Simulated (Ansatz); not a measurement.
Zincblende NaF, relaxed with r2SCAN in the PAW code Ansatz. It is cubic, F-43m (No. 216); conventional cell a = 5.063 Å, 16.22 Å³ an atom. Around Na lie 4 F at 2.19 Å; around F lie 4 Na at 2.19 Å.

The axes x, y and z are those of this cell:
```
Na F
1.0
     0.00000    2.53126    2.53126
     2.53126    0.00000    2.53126
     2.53126    2.53126    0.00000
Na F
1 1
Direct
  0.00000 0.00000 0.00000
  0.25000 0.25000 0.25000
```

Unstrained: The PBE gap is direct at Γ: 5.628 eV. With r2SCAN the valence top lies at Γ–K (0.19 of the way from Γ) and the conduction bottom at Γ, 6.257 eV higher; the smallest vertical gap, at Γ, is 6.257 eV. Least and direct gap differ so little that the kind isn't settled. With HSE06 the gap is 7.664 eV and direct, at Γ. Meshes: PBE 8×8×8, r2SCAN 8×8×8, HSE06 6×6×6. Strains are changes of length per length. After each strain the atoms were relaxed again with r2SCAN within the symmetry that the strain leaves, so tilts or polar shifts that break it weren't tested; points keep the names that they have in the unstrained zone. No spin polarisation and no zero-point or thermal motion; the cell was built from a prototype and may be hypothetical.

(1) Estimate what uniaxial -4.95 % along x, other directions held does to the gap.

(2) Estimate what uniaxial +5.76 % along [111], other directions held does to the gap.

(3) Apply biaxial -0.84 % in x and y, z held. How far does the gap move, against the unstrained cell?

(4) Order the strained cells by their HSE06 gap, smallest first.
A. biaxial -0.84 % in x and y, z held
B. uniaxial +5.76 % along [111], other directions held
C. uniaxial -4.95 % along x, other directions held

Answers

(1) HSE06: the gap goes from 7.664 to 7.832 eV (+0.168 eV); with HSE06 the top three valence levels at Γ, degenerate before, become 1+2 from the top over 29 meV.

(2) HSE06: the gap goes from 7.664 to 7.406 eV (-0.258 eV); with HSE06 the top three valence levels at Γ, degenerate before, become 2+1 from the top over 104 meV.

(3) HSE06: the gap goes from 7.664 to 7.725 eV (+0.061 eV).

(4) B (7.41 eV), A (7.73 eV), C (7.83 eV).

Where an edge lies off the special points, it is a point of the mesh or the k point where a search put PBE's edge or least direct gap, reused for the other functionals, whose own edges may lie a little apart.

The meshes of the hybrids are coarse, so their gaps aren't converged to the digits shown.

The splittings at Γ are without spin-orbit coupling, which regroups them where it is of like size or larger.
